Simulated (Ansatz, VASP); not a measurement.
BN in VASP and in Ansatz

```xyz
2
Lattice="0.0000 1.8123 1.8123 1.8123 0.0000 1.8123 1.8123 1.8123 0.0000" Properties=species:S:1:pos:R:3 pbc="T T T"
B     0.0000    0.0000    0.0000
N     2.7185    2.7185    2.7185
```

Alike in both runs: functional PBE; k mesh 12 × 12 × 12; occupations gaussian, width 0.02 eV; no spin polarisation.

Ansatz relaxed the structure, and its values are those at the end. VASP's run is a single point on that final structure, the one shown.

|  | VASP | Ansatz |
| --- | --- | --- |
| version | VASP 6.6.1 | Ansatz 0.2.0 |
| potentials or method | VASP PAW PBE potentials, release 64 (B, N) | scalar-relativistic, plane waves, PAW |
| plane-wave cutoff (eV) | 520 | 420 |
| valence electrons in the cell | 8 | 8 |

|  | VASP | Ansatz | Ansatz less VASP |
| --- | --- | --- | --- |
| gap on the k mesh at the Fermi level (eV) | 4.45 | 4.46 | +0.012 |
| least direct gap on the mesh (eV) | 8.78 | 8.79 | +0.011 |
| pressure (GPa) | 0.2 | 0.0 | -0.25 |

A k mesh can miss the band edges. Expect the measured gap to be larger: semilocal functionals such as PBE lack the derivative discontinuity.
